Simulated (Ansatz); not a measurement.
# TiO2 (Pbcn): the host for defect calculations

Aim: the runs on the perfect crystal TiO2 (Pbcn) that a defect calculation needs first.

Method: plane-wave PAW DFT, r2SCAN; relaxation of the host's cell and atoms; PAW set soft_1, in the first sound run; inputs show where later runs differ, in Ansatz 0.2.0.

## (1) Set-up

Symmetry: Pbcn, No. 60, orthorhombic system. The conventional cell has a = 4.545 Å, b = 5.520 Å, c = 4.909 Å, α = 90.00°, β = 90.00°, γ = 90.00°. Nearest to Ti lie 6 O at 1.88 to 2.09 Å. O has 3 Ti at 1.88 to 2.09 Å nearest. Farther neighbours and most contacts between anions are not listed.

## (2) Host cell relaxation

Cell and atoms are relaxed together, until forces and stress fall under their thresholds.

Input file cell/input.yaml:

```yaml
crystal:
  lattice:
    - [4.5453496, 0.0, 0.0]
    - [0.0, 5.5196194, 0.0]
    - [0.0, 0.0, 4.9091969]
  atoms:
    - { symbol: Ti, position: [0.5, 0.67299093, 0.75] }
    - { symbol: Ti, position: [0.0, 0.82700907, 0.25] }
    - { symbol: Ti, position: [0.5, 0.32700907, 0.25] }
    - { symbol: Ti, position: [0.0, 0.17299093, 0.75] }
    - { symbol: O, position: [0.72854938, 0.61827536, 0.08135092] }
    - { symbol: O, position: [0.22854938, 0.88172464, 0.91864908] }
    - { symbol: O, position: [0.77145062, 0.88172464, 0.58135092] }
    - { symbol: O, position: [0.27145062, 0.61827536, 0.41864908] }
    - { symbol: O, position: [0.72854938, 0.38172464, 0.58135092] }
    - { symbol: O, position: [0.22854938, 0.11827536, 0.41864908] }
    - { symbol: O, position: [0.77145062, 0.11827536, 0.08135092] }
    - { symbol: O, position: [0.27145062, 0.38172464, 0.91864908] }
basis:
  ecutwfc: 500
  xc_grid: 2
hamiltonian:
  xc: r2scan
  pseudopotentials: { kind: paw, azcp: { folder: soft_1 } }
kpoints:
  mp_grid: { grid: [6, 5, 6] }
scf:
  occupations: { method: fixed }
  max_iter: 100
relax:
  f_tol: 0.005
  max_steps: 60
  cell: {}
output:
  forces: true
  stress: true
checkpoint:
  write: "../cell.run"
  compress: false
  write_wavefunctions: false
  write_every: 100000
```

Started as:

```
ansatz run input.yaml --threads 32 --pin off --max-ram 56524MiB --backend cuda --events-out ev --progress --plain --runs-dir out --max-vram 78GiB
```

Numbers of over 12 decimals in the logs are rounded to 6 here.

The program printed:

```text
[... repeated set-up lines and file paths are left out, and long positions are rounded to six places ...]
Engine: ansatz 0.2.0, aarch64-unknown-linux-gnu
Pseudopotentials: kind: paw
Pseudopotential: Ti, paw, valence charge 12, recommended cutoff 500 eV (meta_gga), soft_1/Ti.paw.azcp
Pseudopotential: O, paw, valence charge 6, recommended cutoff 500 eV (meta_gga), soft_1/O.paw.azcp
Functional definition: r2SCAN
  parameter k0 = 0.174
  parameter k1 = 0.065
  parameter a1 = 4.9479
  exchange = r2scan_x(k0 = k0, k1 = k1, a1 = a1)
  correlation = r2scan_c
[...]
Crystal: 12 atoms, lattice volume = 123.165 Å³
Basis set: ecut = 500 eV, 3117 PW (Γ), exchange–correlation on 72×90×72 points (8 copies of the dense FFT grid, shifted against one another)
Bands: 60, of which v1, the nominal top of the filled ones, is band 48 counted from 1 (47 counted from 0)
Symmetry: 8 space group operations
Space group: Pbcn (ITA 60), of the structure as read, at distance tolerance 5.0e-5 Å
k-points: 48 of 180
Non-local potential: Ti, projectors of the file, l = 0: 3, l = 1: 2, l = 2: 3, l = 3: 1
Non-local potential: O, projectors of the file, l = 0: 2, l = 1: 2, l = 2: 1
PAW form: soft (Blöchl's): semilocal exchange-correlation on the pseudo side does not see the compensation charge
PAW frozen core: Ti, regenerated for the run's functional (the file was generated under x = pbe(κ = 0.804, μ = 0.219515), c = pbe(β = 0.066725))
PAW frozen core: O, regenerated for the run's functional (the file was generated under x = pbe(κ = 0.804, μ = 0.219515), c = pbe(β = 0.066725))
PAW one-centre angular grid: Ti, 590 points (default); XC on 160 Gauss nodes
PAW one-centre angular grid: O, 302 points (default); XC on 160 Gauss nodes
Initial density: superposition of atomic densities (chi_scale 0.1, normalization cell, long waves kept (reshape's long-wave potential 0.00 eV rms))
Initial wavefunctions: pseudopotential atomic-orbital guess
[...]
Functional: x = r2scan, c = r2scan; τ floored in thin density (d = 2e-4 eV/Å³)
SCF iter   1: F=—  HF=-14584.866437 eV  |F-HF|=—  |Δ(HF+E_count)|=         —  Δρ=8.06e-2  dr2=7.92e0  dr2_τ=1.38e0  ethr=3.10e-3  ⟨swp⟩=4.0  Hψ=8707  notcnv=0  defer=170
preconditioner: auto → Resta (q_TF=auto, 2.617 Å⁻¹)  ε∞=7.1  [insulator: Δε(μ)=3.583 eV  Ē_g=10.794 eV  n_scr=34 (ndim 8)  ℏωp=26.8 eV  f_vac=0.000  ε∞_Penn≈7.1]
SCF iter   2: F=—  HF=-14584.992090 eV  |F-HF|=—  |Δ(HF+E_count)|=   1.26e-1  Δρ=4.24e-2  dr2=1.30e0  dr2_τ=3.40e-1  ethr=3.10e-3  ⟨swp⟩=2.0  Hψ=5232  notcnv=0  defer=146
SCF iter   3: F=—  HF=-14585.148815 eV  |F-HF|=—  |Δ(HF+E_count)|=   1.57e-1  Δρ=2.33e-2  dr2=5.64e-1  dr2_τ=3.00e-2  ethr=1.36e-3  ⟨swp⟩=2.0  Hψ=4290  notcnv=0  defer=75
automatic band count: iteration 3 solves 58 bands in place of 60: the levels show a gap, and the empty bands left out lie too high to hold charge; the band table lists the bands solved (type scf.n_extra_bands for more)
[...]
automatic band count: iteration 6 solves 56 bands in place of 58: the levels show a gap, and the empty bands left out lie too high to hold charge; the band table lists the bands solved (type scf.n_extra_bands for more)
[...]
SCF 1 converged in 8 iterations: F = -14585.225145 eV  dr2 = 5.94e-8
  greatest PAW one-centre occupation: 1.000 electrons in one spin orbital (limit 2), on the Ti atom at site 3 (counted from 0), in its partial waves of l = 0
relax step   1: F+E_penalty+E_count = -14585.22514476 eV  Δ(F+E_penalty+E_count) = +0.000e0 eV  max|allowed force component| = 9.818e-2 eV/Å  Δτ_max = 0.0000 Å  P = -1.128 GPa  Ω = 123.165 Å³  (8 SCF iters, dr2 threshold 1.00e-7 eV, accepted)
[... the SCF cycles and remarks between the steps are left out from here to the last step ...]
relax step   2: F+E_penalty+E_count = -14585.22803301 eV  Δ(F+E_penalty+E_count) = -2.888e-3 eV  max|allowed force component| = 8.369e-2 eV/Å  Δτ_max = 0.0025 Å  P = -0.293 GPa  Ω = 122.748 Å³  energy of the carried Pulay correction = +3.844e-4 eV  (5 SCF iters, dr2 threshold 1.20e-6 eV, accepted)
relax step   3: F+E_penalty+E_count = -14585.22929095 eV  Δ(F+E_penalty+E_count) = -1.258e-3 eV  max|allowed force component| = 6.052e-2 eV/Å  Δτ_max = 0.0036 Å  P = +0.167 GPa  Ω = 122.544 Å³  energy of the carried Pulay correction = +5.725e-4 eV  (5 SCF iters, dr2 threshold 4.38e-7 eV, accepted)
relax step   4: F+E_penalty+E_count = -14585.22985124 eV  Δ(F+E_penalty+E_count) = -5.603e-4 eV  max|allowed force component| = 3.331e-2 eV/Å  Δτ_max = 0.0138 Å  P = -0.126 GPa  Ω = 122.709 Å³  energy of the carried Pulay correction = +4.203e-4 eV  (6 SCF iters, dr2 threshold 2.29e-7 eV, accepted)
relax step   5: F+E_penalty+E_count = -14585.23048190 eV  Δ(F+E_penalty+E_count) = -6.307e-4 eV  max|allowed force component| = 9.983e-3 eV/Å  Δτ_max = 0.0061 Å  P = +0.053 GPa  Ω = 122.690 Å³  energy of the carried Pulay correction = +4.377e-4 eV  (6 SCF iters, dr2 threshold 1.36e-7 eV, accepted)
relax step   6: F+E_penalty+E_count = -14585.23055153 eV  Δ(F+E_penalty+E_count) = -6.963e-5 eV  max|allowed force component| = 9.833e-4 eV/Å  Δτ_max = 0.0013 Å  P = +0.003 GPa  Ω = 122.691 Å³  energy of the carried Pulay correction = +4.369e-4 eV  (6 SCF iters, dr2 threshold 1.85e-8 eV, accepted)
[...]
relax step   7: F+E_penalty+E_count = -14585.23013204 eV  Δ(F+E_penalty+E_count) = +4.195e-4 eV  max|allowed force component| = 1.002e-3 eV/Å  Δτ_max = 0.0000 Å  P = +0.007 GPa  Ω = 122.691 Å³  stress off target by 9.28e-3 GPa  SCF on the basis re-selected at this cell (its energy is not comparable with the rows above)  (5 SCF iters)
[...]
Σ components = -14585.230132   (vs F -14585.230132, Δ=0.00e0)
--- Forces (eV/Å), atoms counted from 1 ---
  atom   1  Ti     0.00000000     0.00032757     0.00000000
  atom   2  Ti    -0.00000000    -0.00032757     0.00000000
  atom   3  Ti    -0.00000000    -0.00032757     0.00000000
  atom   4  Ti     0.00000000     0.00032757    -0.00000000
  atom   5  O     -0.00058391    -0.00100234     0.00022990
  atom   6  O     -0.00058391     0.00100234    -0.00022990
  atom   7  O      0.00058391     0.00100234     0.00022990
  atom   8  O      0.00058391    -0.00100234    -0.00022990
  atom   9  O     -0.00058391     0.00100234     0.00022990
  atom  10  O     -0.00058391    -0.00100234    -0.00022990
  atom  11  O      0.00058391    -0.00100234     0.00022990
  atom  12  O      0.00058391     0.00100234    -0.00022990
  max |Σ_I F_I| component: 1.30e-18 eV/Å
--- Stress (GPa, compression-positive) ---
        0.009277       0.000000       0.000000
        0.000000       0.008966       0.000000
        0.000000       0.000000       0.001351
  P = ⅓ Tr σ = 0.0065 GPa (0.065 kbar)
--- Band table (eV; the first three rows and the last of 48) ---
  k-point 0: bands = ["-50.0028", "-49.9798", "-49.9738", "-49.9673", [... 52 left out ...] "12.8428", "13.0723", "13.4736", "13.7350"]
  k-point 1: bands = ["-50.0005", "-49.9794", "-49.9741", "-49.9697", [... 52 left out ...] "12.9549", "13.1407", "13.4111", "13.7587"]
  [... further k-points left out ...]
--- Relaxed structure (6 steps of the walk, 6 accepted, 1 SCFs on fresh bases) ---
  F+E_penalty+E_count = -14585.23013204 eV   max|allowed force component| = 1.002e-3 eV/Å   (the final SCF, on the basis selected at the relaxed cell)
  cell:  # Å, volume = 122.6910 Å³
    - [4.546092, 0, 7.072248445531685e-19]
    - [0, 5.513842, 0]
    - [7.638369586540486e-19, 0, 4.894636]
  atoms:
    - { symbol: Ti, position: [0.5, 0.675817, 0.75] }
    - { symbol: Ti, position: [0, 0.824183, 0.25] }
    - { symbol: Ti, position: [0.5, 0.324183, 0.25] }
    - { symbol: Ti, position: [0, 0.175817, 0.75] }
    - { symbol: O, position: [0.728871, 0.618162, 0.080834] }
    - { symbol: O, position: [0.228871, 0.881838, 0.919166] }
    - { symbol: O, position: [0.771129, 0.881838, 0.580834] }
    - { symbol: O, position: [0.271129, 0.618162, 0.419166] }
    - { symbol: O, position: [0.728871, 0.381838, 0.580834] }
    - { symbol: O, position: [0.228871, 0.118162, 0.419166] }
    - { symbol: O, position: [0.771129, 0.118162, 0.080834] }
    - { symbol: O, position: [0.271129, 0.381838, 0.919166] }
```

Elapsed: 5.1 s, on 1 × NVIDIA GB200 with 32 threads of Arm Neoverse V2, shared host; peak memory 1 GiB.

The steps of the relaxation:

| step | energy less that of the first step (eV) | largest force component (eV/Å) | pressure (GPa) | volume (Å³) |
| --- | --- | --- | --- | --- |
| 1 | 0.0000 | 0.0982 | -1.13 | 123.16 |
| 2 | -0.0029 | 0.0837 | -0.29 | 122.75 |
| 3 | -0.0041 | 0.0605 | 0.17 | 122.54 |
| 4 | -0.0047 | 0.0333 | -0.13 | 122.71 |
| 5 | -0.0053 | 0.0100 | 0.05 | 122.69 |
| 6 | -0.0054 | 0.0010 | 0.00 | 122.69 |
| 7 | -0.0050 | 0.0010 | 0.01 | 122.69 |

The log counts 1 steps on a newly chosen plane-wave basis, not all of them marked here; energy and pressure can jump at such steps.

Forces are held to the 8 operations that the run works with; a distortion that breaks them can't arise in this run.

| conventional cell, symmetrised | before | after | change |
| --- | --- | --- | --- |
| a (Å) | 4.545 | 4.546 | +0.0 % |
| b (Å) | 5.520 | 5.514 | -0.1 % |
| c (Å) | 4.909 | 4.895 | -0.3 % |
| volume (Å³/atom) | 10.26 | 10.22 | -0.4 % |

The atoms that moved most (Å, as changes of fractional coordinates times the final cell):

| atom | dx | dy | dz | length |
| --- | --- | --- | --- | --- |
| Ti1 | 0.000 | 0.016 | 0.000 | 0.016 |
| Ti3 | 0.000 | -0.016 | 0.000 | 0.016 |
| Ti4 | 0.000 | 0.016 | 0.000 | 0.016 |
| Ti2 | 0.000 | -0.016 | 0.000 | 0.016 |

Numbers from this step:

```yaml
pressure: 0.006531 GPa
```

The relaxation ends with a largest force component of 0.0010 eV/Å and a pressure of 0.01 GPa.

## (3) Dielectric tensors of the host

The response to a uniform electric field gives the electronic dielectric tensor.

This step: plane-wave PAW DFPT, PBEsol; dielectric tensors, Born charges and zone-centre modes of the host; PAW set soft_1 (Ansatz 0.2.0).

Input file eps/input.yaml:

```yaml
crystal:
  lattice:
    - [4.54609151, 0.0, 0.0]
    - [0.0, 5.5138422674, 0.0]
    - [0.0, 0.0, 4.894635538]
  atoms:
    - { symbol: Ti, position: [0.5, 0.67581718, 0.75] }
    - { symbol: Ti, position: [0.0, 0.82418282, 0.25] }
    - { symbol: Ti, position: [0.5, 0.32418282, 0.25] }
    - { symbol: Ti, position: [0.0, 0.17581718, 0.75] }
    - { symbol: O, position: [0.7288711856, 0.618162231, 0.0808341832] }
    - { symbol: O, position: [0.2288711856, 0.881837769, 0.9191658168] }
    - { symbol: O, position: [0.7711288144, 0.881837769, 0.5808341832] }
    - { symbol: O, position: [0.2711288144, 0.618162231, 0.4191658168] }
    - { symbol: O, position: [0.7288711856, 0.381837769, 0.5808341832] }
    - { symbol: O, position: [0.2288711856, 0.118162231, 0.4191658168] }
    - { symbol: O, position: [0.7711288144, 0.118162231, 0.0808341832] }
    - { symbol: O, position: [0.2711288144, 0.381837769, 0.9191658168] }
basis:
  ecutwfc: 420
hamiltonian:
  xc: pbesol
  pseudopotentials: { kind: paw, azcp: { folder: soft_1 }, xc_functional: pbe }
kpoints:
  mp_grid: { grid: [5, 5, 5] }
scf:
  occupations: { method: fixed }
  max_iter: 100
phonons:
  method: dfpt
  dielectric: true
  rigid_motions: translations
```

The program printed:

```text
[...]
Crystal: 12 atoms, lattice volume = 122.691 Å³
Basis set: ecut = 420 eV, 2413 PW (Γ), exchange–correlation on 64×80×72 points (8 copies of the dense FFT grid, shifted against one another)
Bands: 60, of which v1, the nominal top of the filled ones, is band 48 counted from 1 (47 counted from 0)
Symmetry: 8 space group operations
k-points: 63 of 125 (irreducible under 1 space group operation, time reversal used)
[...]
SCF iter   1: F=—  HF=-14399.483715 eV  |F-HF|=—  |Δ(HF+E_count)|=         —  Δρ=5.45e-2  dr2=3.15e0  ethr=3.10e-3  ⟨swp⟩=3.5  Hψ=11196  notcnv=0  defer=195
[...]
SCF iter   2: F=—  HF=-14399.383926 eV  |F-HF|=—  |Δ(HF+E_count)|=   9.98e-2  Δρ=3.31e-2  dr2=9.64e-1  ethr=3.10e-3  ⟨swp⟩=3.0  Hψ=6735  notcnv=0  defer=336
[...]
SCF iter  11: F=-14399.335407 eV  HF=-14399.335407 eV  |F-HF|=1.82e-12  |Δ(HF+E_count)|=  9.09e-12  Δρ=1.09e-7  dr2=1.18e-11  ethr=1.00e-12  ⟨swp⟩=11.2  Hψ=19145  notcnv=0
SCF 1 converged in 11 iterations: F = -14399.335407 eV  dr2 = 1.18e-11
[...]
the response reads at least the filled bands of the reference SCF and the lowest empty band at each k-point, and that SCF's band table does not vouch for those bands. The notice of the band table in this run's record says why
[...]
NSCF: frozen V_eff on 1 k-points
[...]
NSCF: frozen V_eff on 27 k-points, pencils in batches of 32, up to order 240
[...]
DFPT response loops at q = (0, 0, 0) (fractional): preconditioner auto → Resta (q_TF=auto, 2.619 Å⁻¹)  ε∞=4.7 (no band partly filled); β = 1.00, the filter's whole step (`scf.mixing.beta` (0.50) is not read by the response loops at its default; [...]
[...]
DFPT response loops at Γ: preconditioner auto → Resta (q_TF=auto, 2.619 Å⁻¹)  ε∞=4.7 (no band partly filled); β = 1.00, the filter's whole step (`scf.mixing.beta` (0.50) is not read by the response loops at its default; [...]
[...]
SCF 1 converged in 5 iterations: F = -14399.138986 eV  dr2 = 2.84e-8
[...]
SCF converged after 11 iterations
[...]
295.26      1           108.6048
        302.93      1             0.0000
        305.85      1             0.0000
        318.95      1             0.0000
        332.63      1             0.0000
        339.60      1           119.6801
        344.05      1             0.0000
        374.84      1             0.0000
        402.97      1             0.0000
        407.90      1            63.5195
        414.16      1            39.9845
        415.03      1             0.0000
        424.08      1             0.0000
        436.96      1             0.0000
        465.65      1             7.2804
        502.42      1             0.0000
        508.41      1             0.0000
        520.93      1             0.0000
        539.27      1            20.5067
        551.37      1             0.0000
        606.04      1             0.0000
        611.98      1             0.0000
        689.31      1             9.1401
        799.11      1             0.0000
  optical modes at Γ + LO–TO along q̂ = [1.0000, 0.0000, 0.0000]:
      ω (cm⁻¹)  modes    IR ((D/Å)²/amu)
        140.27      1             0.0000
        162.72      1             0.0000
        166.44      1             0.0000
        185.19      1           140.7417
        222.98      1             0.0000
        245.33      1             5.1206
        277.70      1             1.0465
        285.88      1             0.1806
        285.89      1             0.0000
        295.26      1           108.6048
        302.93      1             0.0000
        305.85      1             0.0000
        318.95      1             0.0000
        332.63      1             0.0000
        344.05      1             0.0000
        374.84      1             0.0000
[...]
optical modes at Γ + LO–TO along q̂ = [0.0000, 1.0000, 0.0000]:
      ω (cm⁻¹)  modes    IR ((D/Å)²/amu)
[...]
optical modes at Γ + LO–TO along q̂ = [0.0000, 0.0000, 1.0000]:
      ω (cm⁻¹)  modes    IR ((D/Å)²/amu)
[...]
436.96      1             0.0000
        465.65      1             7.2804
        502.42      1             0.0000
        508.41      1             0.0000
        515.82      1             4.5488
        520.93      1             0.0000
        551.37      1             0.0000
        606.04      1             0.0000
        611.98      1             0.0000
        689.31      1             9.1401
        795.38      1           221.2860
        799.11      1             0.0000
```

The job ended after 13 s (1 × NVIDIA GB200 with 32 threads; peak memory 3.2 GiB).

Electronic dielectric tensor:

```
8.12 0.00 0.00
0.00 6.56 0.00
0.00 0.00 7.66
```

Static dielectric tensor:

```
96.87  0.00  0.00
 0.00 32.60  0.00
 0.00  0.00 88.34
```

The principal values of the electronic dielectric tensor are 6.56, 7.66 and 8.12. The principal values of the static dielectric tensor are 32.60, 88.34 and 96.87.

## (4) Primitive cell on a dense mesh

A dense mesh gives the host's converged energy, against which the supercell's sampling is tested.

This step: plane-wave PAW DFT, r2SCAN; single point of the host's primitive cell on a dense mesh; PAW set soft_1 (Ansatz 0.2.0).

dense/input.yaml, as its differences from eps/input.yaml of step 3:

```diff
@@ -19,14 +19,11 @@
 basis:
-  ecutwfc: 420
+  ecutwfc: 500
+  xc_grid: 2
 hamiltonian:
-  xc: pbesol
-  pseudopotentials: { kind: paw, azcp: { folder: soft_1 }, xc_functional: pbe }
+  xc: r2scan
+  pseudopotentials: { kind: paw, azcp: { folder: soft_1 } }
 kpoints:
-  mp_grid: { grid: [5, 5, 5] }
+  mp_grid: { grid: [6, 5, 6] }
 scf:
-  occupations: { method: fixed }
-  max_iter: 100
-phonons:
-  method: dfpt
-  dielectric: true
-  rigid_motions: translations
+  occupations: { method: fermi_dirac, width: 0.01 }
+  max_iter: 80
```

The program printed:

```text
[...]
device memory: the entry about to start is reckoned to put 6.1 GiB on a device that reports 171.2 GiB free (of which the cap on the GPU budget leaves the run 78.0 GiB)
GPU FFT provider: cuFFT
GPU libraries: cuBLAS 13.8.1, cuFFT 12.4.0, cuSOLVER 12.3.2
GPU matrix products: emulated (plane waves: as basis.precision tells), large ones in fixed point in workspaces of 1.00 GiB
Crystal: 12 atoms, lattice volume = 122.691 Å³
Basis set: ecut = 500 eV, 3109 PW (Γ), exchange–correlation on 72×90×72 points (8 copies of the dense FFT grid, shifted against one another)
Bands: 60, of which v1, the nominal top of the filled ones, is band 48 counted from 1 (47 counted from 0)
Symmetry: 8 space group operations
[...]
k-points: 48 of 180
[...]
GPU buffer pool allocated for 58320 grid points (all kernels)
GPU transforms: local potential and band sums: pruned to the plane-wave sphere, on 36×45×36
[...]
SCF iter   1: F=—  HF=-14584.875215 eV  |F-HF|=—  |Δ(HF+E_count)|=         —  Δρ=8.09e-2  dr2=7.89e0  dr2_τ=1.38e0  ethr=3.10e-3  ⟨swp⟩=5.9  Hψ=9200  notcnv=0  defer=3
[...]
SCF iter   8: F=-14585.230132 eV  HF=-14585.230132 eV  |F-HF|=2.04e-8  |Δ(HF+E_count)|=   3.87e-8  Δρ=7.33e-6  dr2=5.50e-8  dr2_τ=3.10e-9  ethr=1.28e-10  ⟨swp⟩=1.9  Hψ=7565  notcnv=0
SCF 1 converged in 8 iterations: F = -14585.230132 eV  dr2 = 5.50e-8
[...]
SCF converged after 8 iterations
Free energy (F): -14585.230132 eV
[...]
Internal energy: -14585.230132 eV  (E = F + TS)
E sigma→0 (E₀):  -14585.230132 eV
Fermi energy:    10.118858 eV
[...]
```

Elapsed: 1.3 s, on 1 × NVIDIA GB200 with 32 threads; peak memory 1.1 GiB.

[end of part 1 of 2]

[Logs are printed without paths, hosts, clocks, repeated set-up lines and the standing remarks that a program may print on its own settings, such as how far it seeks lower states.]

[Hosts, paths, dates, database ids (printed as entryN), source tags and the programs' standing remarks are cut or masked in the printed files.]

[Runs of the host that timed out are not shown.]

[For some hosts the program warned that the k-mesh of the response run may be too coarse for force constants and the static dielectric constant; such warnings are not always shown.]
